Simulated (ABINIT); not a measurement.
**Quasiparticle gap of GaP (F-43m) in ABINIT**

Wanted: ground state, empty states, screening and self-energy for GaP (F-43m).

Method: PBE and many-body steps on it, plane waves, in ABINIT 10.8.3.

**Experimental background.**

- Gap 2.25 ± 0.04 eV: optical gap from Tauc plot (fundamental, indirect); spectroscopic ellipsometry, Tauc-Lorentz fit and Tauc plot; 300 K; film (GaP layer on Si reference sample) on Si (“Assessment of GaPSb/Si tandem material association properties for photoelectrochemical cells”, 2020, arxiv:2002.02774).

## Step 1: The structure

The structure is cubic, space group F-43m (No. 216). Conventional cell: a = 5.450 Å, b = 5.450 Å, c = 5.450 Å, α = 90.00°, β = 90.00°, γ = 90.00°. Nearest to Ga lie 4 P at 2.36 Å. Nearest to P lie 4 Ga at 2.36 Å. Farther neighbours are not listed.

The cell and positions come from the Crystallography Open Database and are kept as given unless a step says otherwise.

## Step 2: Ground state

This step: ABINIT 10.8.3; DFT, PBE, plane waves, norm-conserving pseudopotentials.

The ground-state density comes first.

run.abi reads:

```
acell 3*1.0 Angstrom
rprim 
  0.000000000000 2.725250000000 2.725250000000
  2.725250000000 0.000000000000 2.725250000000
  2.725250000000 2.725250000000 0.000000000000
ntypat 2
znucl 31 15
natom 2
typat 1 2
xred 
  0.000000000000 0.000000000000 0.000000000000
  0.250000000000 0.250000000000 0.250000000000
pp_dirpath "pseudos"
pseudos "Ga.upf, P.upf"
ecut 45
ngkpt 6 6 6
nshiftk 1
shiftk 0 0 0
kptopt 1
chksymbreak 0
nband 18
occopt 1
tolvrs 1e-10
nstep 60
prtwf 0
optforces 0
optstress 0
indata_prefix "in"
outdata_prefix "out"
tmpdata_prefix "tmp"
```

Launch:

```sh
> OMP_NUM_THREADS=1 mpirun -n 4 abinit run.abi > log
```

Numbers of over 12 decimals in the logs are rounded to 6 here.

Output:

```text
.Version 10.8.3 of ABINIT. v10.8.2 released Aug 2026.

 Symmetries : space group F-4 3 m (#216); Bravais cF (face-center cubic)
================================================================================
 Values of the parameters that define the memory need of the present run
     intxc =       0    ionmov =       0      iscf =       7    lmnmax =       6
     lnmax =       6     mgfft =      45  mpssoang =       3    mqgrid =    3001
     natom =       2  nloc_mem =       1    nspden =       1   nspinor =       1
    nsppol =       1      nsym =      24    n1xccc =    2501    ntypat =       2
    occopt =       1   xclevel =       2
-    mband =          18        mffmem =           1         mkmem =           4
       mpw =        3954          nfft =       91125          nkpt =          16
================================================================================
  Rough estimation (10% accuracy) of disk space for files :
================================================================================

--------------------------------------------------------------------------------
------------- Echo of variables that govern the present computation ------------
--------------------------------------------------------------------------------
 -outvars: echo values of preprocessed input variables --------
            acell      1.8897261259E+00  1.8897261259E+00  1.8897261259E+00 Bohr

      chksymbreak           0
             ecut      4.50000000E+01 Hartree
-          fftalg         312

              ixc     -101130
              kpt      0.00000000E+00  0.00000000E+00  0.00000000E+00
                       1.66666667E-01  0.00000000E+00  0.00000000E+00
                       3.33333333E-01  0.00000000E+00  0.00000000E+00
                       5.00000000E-01  0.00000000E+00  0.00000000E+00
                       1.66666667E-01  1.66666667E-01  0.00000000E+00
                       3.33333333E-01  1.66666667E-01  0.00000000E+00
                       5.00000000E-01  1.66666667E-01  0.00000000E+00
                      -3.33333333E-01  1.66666667E-01  0.00000000E+00
                      -1.66666667E-01  1.66666667E-01  0.00000000E+00
   [... 5 further rows ...]
                      -3.33333333E-01  3.33333333E-01  1.66666667E-01
                      -3.33333333E-01  5.00000000E-01  1.66666667E-01
         kptrlatt        6    0    0      0    6    0      0    0    6
          kptrlen      4.36989965E+01
P           mkmem           4
            natom           2
            nband          18
            ngfft          45      45      45
             nkpt          16
            nstep          60
             nsym          24
           ntypat           2
              occ      2.000000  2.000000  2.000000  2.000000  2.000000  2.000000
                       2.000000  2.000000  2.000000  2.000000  2.000000  2.000000
                       2.000000  0.000000  0.000000  0.000000  0.000000  0.000000
        optforces           0
        optstress           0
            prtwf           0
            rprim      0.0000000000E+00  2.7252500000E+00  2.7252500000E+00
[...]
spgroup         216

           tolvrs      1.00000000E-10

             xred      0.0000000000E+00  0.0000000000E+00  0.0000000000E+00
[...]
znucl       31.00000   15.00000

================================================================================

 chkinp: Checking input parameters for consistency.

================================================================================
== DATASET  1 ==================================================================
-   mpi_nproc: 4, omp_nthreads: 1 (-1 if OMP is not activated)

--- !DatasetInfo
iteration_state: {dtset: 1, }
dimensions: {natom: 2, nkpt: 16, mband: 18, nsppol: 1, nspinor: 1, nspden: 1, mpw: 3954, }
cutoff_energies: {ecut:  45.0, pawecutdg:  -1.0, }
electrons: {nelect:   2.60000000E+01, charge:   0.00000000E+00, occopt:   1.00000000E+00, tsmear:   1.00000000E-02, }

 Real(R)+Recip(G) space primitive vectors, cartesian coordinates (Bohr,Bohr^-1):
 R(1)=  0.0000000  5.1499761  5.1499761  G(1)= -0.0970878  0.0970878  0.0970878
 R(2)=  5.1499761  0.0000000  5.1499761  G(2)=  0.0970878 -0.0970878  0.0970878
 R(3)=  5.1499761  5.1499761  0.0000000  G(3)=  0.0970878  0.0970878 -0.0970878
 Unit cell volume ucvol=  2.7317795E+02 bohr^3
 Angles (23,13,12)=  6.00000000E+01  6.00000000E+01  6.00000000E+01 degrees

 getcut: wavevector=  0.0000  0.0000  0.0000  ngfft=  45  45  45
         ecut(hartree)=     45.000   => boxcut(ratio)=   2.00060

--- Pseudopotential description ------------------------------------------------
- Ga Generated using ONCVPSP code by D. R. Hamann
- 31.00000  21.00000  171031                  znucl, zion, pspdat
12 -101130 2 -1 1902                          pspcod,pspxc,lmax,lloc,mmax
     nproj     2     2     2
  pspatm : epsatm=   21.85474337
         --- l  ekb(1:nproj) -->
[...]
pspatm: atomic psp has been read  and splines computed

- P Generated using ONCVPSP code by D. R. Hamann
- 15.00000   5.00000  171031                  znucl, zion, pspdat
12 -101130 2 -1 1298                          pspcod,pspxc,lmax,lloc,mmax
     nproj     2     2     2
  pspatm : epsatm=    8.05910421
         --- l  ekb(1:nproj) -->
[...]
2   -3.154982   -0.827415
 pspatm: atomic psp has been read  and splines computed

   7.77760037E+02                                ecore*ucvol(ha*bohr**3)
--------------------------------------------------------------------------------

_setup2: Arith. and geom. avg. npw (full set) are    3936.912    3936.882

================================================================================

--- !BeginCycle
iteration_state: {dtset: 1, }
solver: {iscf: 7, nstep: 60, nline: 4, wfoptalg: 0, }
tolerances: {tolvrs: 1.00E-10, }

     iter   Etot(hartree)      deltaE(h)  residm     vres2
 ETOT  1  -253.47344612516    -2.535E+02 6.286E-01 1.473E+03
 ETOT  2  -254.86649623915    -1.393E+00 4.203E-02 2.538E+03
 ETOT  3  -255.22892631884    -3.624E-01 4.163E-03 2.846E+02
 ETOT  4  -255.25406745181    -2.514E-02 6.442E-04 8.707E+01
 ETOT  5  -255.26511274506    -1.105E-02 3.715E-04 6.803E+00
 ETOT  6  -255.26616313106    -1.050E-03 8.009E-05 4.646E-01
 ETOT  7  -255.26623386666    -7.074E-05 7.952E-05 8.006E-04
 ETOT  8  -255.26623385521     1.145E-08 3.338E-05 1.070E-03
 ETOT  9  -255.26623401583    -1.606E-07 5.083E-05 2.289E-05
 ETOT 10  -255.26623401913    -3.304E-09 2.989E-05 3.149E-08
 ETOT 11  -255.26623401914    -3.297E-12 4.500E-05 3.563E-10
 ETOT 12  -255.26623401912     1.435E-11 2.495E-05 3.290E-11

 At SCF step   12       vres2   =  3.29E-11 < tolvrs=  1.00E-10 =>converged.

--- !ResultsGS
iteration_state: {dtset: 1, }
comment   : Summary of ground state results
lattice_vectors:
- [  0.0000000,   5.1499761,   5.1499761, ]
- [  5.1499761,   0.0000000,   5.1499761, ]
- [  5.1499761,   5.1499761,   0.0000000, ]
lattice_lengths: [   7.28317,    7.28317,    7.28317, ]
lattice_angles: [ 60.000,  60.000,  60.000, ] # degrees, (23, 13, 12)
lattice_volume:   2.7317795E+02
convergence: {deltae:  1.435E-11, res2:  3.290E-11, residm:  2.495E-05, diffor:  0.000E+00, }
etotal    :  -2.55266234E+02
entropy   :   0.00000000E+00
fermie    :   1.92100448E-01
cartesian_stress_tensor: null
pressure_GPa: null
xred      :
- [  0.0000E+00,   0.0000E+00,   0.0000E+00, Ga]
- [  2.5000E-01,   2.5000E-01,   2.5000E-01,  P]
cartesian_forces: null
force_length_stats: {min: null, max: null, mean: null, }

 Integrated electronic density in atomic spheres:
 ------------------------------------------------
 Atom  Sphere_radius  Integrated_density
    1        2.00000         18.81150345
    2        2.00000          2.80820700
================================================================================

 ----iterations are completed or convergence reached----

 Mean square residual over all n,k,spin=   11.137E-08; max=  24.953E-06
 reduced coordinates (array xred) for    2 atoms
       0.000000000000      0.000000000000      0.000000000000
       0.250000000000      0.250000000000      0.250000000000
 rms dE/dt=  0.0000E+00; max dE/dt=  0.0000E+00; dE/dt below (all hartree)
    1       0.000000000000      0.000000000000      0.000000000000
    2       0.000000000000      0.000000000000      0.000000000000

 cartesian coordinates (angstrom) at end:
    1      0.000000     0.000000     0.000000
    2      1.362625     1.362625     1.362625
 length scales=  1.889726125908  1.889726125908  1.889726125908 bohr
              =  1.000000000000  1.000000000000  1.000000000000 angstroms
 prteigrs : about to open file out_EIG
 Fermi (or HOMO) energy (hartree) =   0.19210   Average Vxc (hartree)=  -0.36114
 Eigenvalues (hartree) for nkpt=  16  k points:
 kpt#   1, nband= 18, wtk=  0.00463, kpt=  0.0000  0.0000  0.0000 (reduced coord)
  -5.08463   -3.27117   -3.27117   -3.27117   -0.34294   -0.34294   -0.34294   -0.33967
  -0.33967   -0.26715    0.19210    0.19210    0.19210    0.25859    0.33486    0.33486
   0.33486    0.51575
 prteigrs : prtvol=0 or 1, do not print more k-points.

--- !EnergyTerms
iteration_state     : {dtset: 1, }
comment             : Components of total free energy in Hartree
kinetic             :  1.22859797444836E+02
hartree             :  1.16283187155450E+02
xc                  : -2.79154862210297E+01
Ewald energy        : -1.11891406118336E+02
psp_core            :  2.84708204121500E+00
local_psp           : -2.99252003646601E+02
non_local_psp       : -5.81974046746574E+01
total_energy        : -2.55266234019123E+02
total_energy_eV     : -6.94614808945132E+03
band_energy         : -3.31822969686897E+01

== END DATASET(S) ==============================================================
================================================================================

 -outvars: echo values of variables after computation  --------
           etotal     -2.5526623402E+02
            nband          18
             nkpt          16
          spgroup         216
 [... the other variables as echoed above ...]

 Calculation completed.
```

The job ended after 17 s (4 MPI ranks of Arm Neoverse V1, shared host; peak memory 0.32 GiB; 66 s of CPU time).

This step gave:

* total energy: -6946.1481 eV
* gap: 1.653 eV
* k of the valence top: 0, 0, 0
* k of the conduction bottom: 0.5, 0.5, 0
* least direct gap: 1.809 eV

The gap is indirect, with the least direct gap 0.16 eV higher.

[end of part 1 of 3]

[Paths, hosts, dates, memory and timing lines, banners, echoed tables and standing remarks are left out of the program output.]

[Logs are printed without paths, hosts, clocks, repeated set-up lines and the standing remarks that a program may print on its own settings, such as how far it seeks lower states.]

[Runs of the session that timed out or met a known fault of the program may be left out.]

[Hosts, paths, dates, database ids (printed as entryN), source tags and the programs' standing remarks are cut or masked in the printed files.]

[G0W0 gaps are taken among the corrected bands and points alone; a level outside them can change the order at an edge.]

[Where Ansatz stands beside ABINIT at settings called matched, ABINIT's density can come from a denser mesh and the files from another edition; pairs whose starting gaps differed by over 0.03 eV were left out, so agreement reads better than it is.]
